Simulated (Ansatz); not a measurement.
# AlRu: energy and stress against strain

This session takes AlRu and sets out to strain the cell along the Voigt pattern (0, 0, 1, 0, 0, 0).

Method: DFT PBE, scalar-relativistic, plane waves, PAW, in Ansatz 0.2.0.

## 1. The system as given

Symmetry: Pm-3m, No. 221, cubic system. The conventional cell has a = 2.992 Å, b = 2.992 Å, c = 2.992 Å, α = 90.00°, β = 90.00°, γ = 90.00°. Around Al (site symmetry m-3m) lie 8 Ru at 2.59 Å. Around Ru (site symmetry m-3m) lie 8 Al at 2.59 Å.

Structure file:

```cif
data_structure
_symmetry_space_group_name_H-M 'Pm-3m'
_symmetry_Int_Tables_number 221
_cell_length_a 2.9916
_cell_length_b 2.9916
_cell_length_c 2.9916
_cell_angle_alpha 90.000
_cell_angle_beta 90.000
_cell_angle_gamma 90.000
_cell_volume 26.77
loop_
_atom_site_label
_atom_site_type_symbol
_atom_site_symmetry_multiplicity
_atom_site_Wyckoff_symbol
_atom_site_fract_x
_atom_site_fract_y
_atom_site_fract_z
_atom_site_occupancy
Al1 Al 1 a 0.00000 0.00000 0.00000 1
Ru1 Ru 1 b 0.50000 0.50000 0.50000 1
```

The cell is taken as given, not relaxed at this level.

## 2. The reference cell

The reference gives a free energy of -6417.4732 eV, pressure 2.63 GPa, largest force 0.000 eV/Å and gap on the mesh none (metal). It was computed beforehand with the settings of the runs below.

## 3. The scan: energy and stress against strain

The cell is strained by ε times the Voigt pattern (0, 0, 1, 0, 0, 0) (xx, yy, zz, yz, xz, xy; engineering shear), with fractional coordinates fixed (clamped ions). The stress on the pattern is the sum of the stress components weighted by it, tension positive.

## 4. Point ε = -0.0400

input.yaml

```yaml
crystal:
  lattice:
    - [2.9916, 0.0, 0.0]
    - [0.0, 2.9916, 0.0]
    - [0.0, 0.0, 2.871936]
  atoms:
    - { symbol: Al, position: [0.0, 0.0, 0.0] }
    - { symbol: Ru, position: [0.5, 0.5, 0.5] }
basis:
  ecutwfc: 420
kpoints:
  mp_grid: { grid: [16, 16, 16] }
hamiltonian:
  xc: pbe
scf:
  occupations: { method: gaussian, width: 0.15 }
output:
  forces: true
  stress: true
  eigenvalues: true
  write_density: true
  write_potential: true
  elf: true
  volumetric_format: npy
```

On the command line:

```bash
> ansatz run input.yaml --threads 1 --pin off --max-ram 2560MiB --backend cpu --events-out ev --progress --plain --runs-dir out
```

## 5. ε = 0.0300

input.yaml: that of step 4 with these lines changed.

```diff
@@ -4,3 +4,3 @@
     - [0.0, 2.9916, 0.0]
-    - [0.0, 0.0, 2.871936]
+    - [0.0, 0.0, 3.081348]
   atoms:
@@ -20,5 +20 @@
   eigenvalues: true
-  write_density: true
-  write_potential: true
-  elf: true
-  volumetric_format: npy
```

## 6. Point ε = -0.0200

input.yaml: that of step 5 with these lines changed.

```diff
@@ -4,3 +4,3 @@
     - [0.0, 2.9916, 0.0]
-    - [0.0, 0.0, 3.081348]
+    - [0.0, 0.0, 2.931768]
   atoms:
```

## 7. At ε = 0.0100

input.yaml: that of step 6 with these lines changed.

```diff
@@ -4,3 +4,3 @@
     - [0.0, 2.9916, 0.0]
-    - [0.0, 0.0, 2.931768]
+    - [0.0, 0.0, 3.021516]
   atoms:
```

## 8. ε = 0.0400

input.yaml: that of step 7 with these lines changed.

```diff
@@ -4,3 +4,3 @@
     - [0.0, 2.9916, 0.0]
-    - [0.0, 0.0, 3.021516]
+    - [0.0, 0.0, 3.111264]
   atoms:
```

## 9. At ε = -0.0300

input.yaml: that of step 8 with these lines changed.

```diff
@@ -4,3 +4,3 @@
     - [0.0, 2.9916, 0.0]
-    - [0.0, 0.0, 3.111264]
+    - [0.0, 0.0, 2.901852]
   atoms:
```

## 10. Point ε = 0.0200

input.yaml: that of step 9 with these lines changed.

```diff
@@ -4,3 +4,3 @@
     - [0.0, 2.9916, 0.0]
-    - [0.0, 0.0, 2.901852]
+    - [0.0, 0.0, 3.051432]
   atoms:
```

## 11. ε = -0.0100

input.yaml: that of step 10 with these lines changed.

```diff
@@ -4,3 +4,3 @@
     - [0.0, 2.9916, 0.0]
-    - [0.0, 0.0, 3.051432]
+    - [0.0, 0.0, 2.961684]
   atoms:
```

## 12. Point ε = 0.0350

input.yaml: that of step 11 with these lines changed.

```diff
@@ -4,3 +4,3 @@
     - [0.0, 2.9916, 0.0]
-    - [0.0, 0.0, 2.961684]
+    - [0.0, 0.0, 3.096306]
   atoms:
@@ -20 +20,5 @@
   eigenvalues: true
+  write_density: true
+  write_potential: true
+  elf: true
+  volumetric_format: npy
```

(Steps that only read results are left out.)

Q: Predict the outcome of this session. Wanted: slope of the stress at ε = 0, over ±0.0100.

The runs gave:

| quantity | value |
| --- | --- |
| slope of the stress at ε = 0, over ±0.0100 | 330 GPa |

In words: The slope of the stress at zero strain, 330 GPa, estimates C33 with clamped ions in this Cartesian frame; letting the atoms relax could not make it stiffer. The reference stands under 2.6 GPa, so this is no zero-stress constant. The undisturbed cell is not the lowest point: the energy is 0.9 meV/atom lower at ε = 0.0100; the cell was taken as given and not relaxed at this level. Compression costs more than tension: 33.1 against 11.3 meV/atom at the ends.
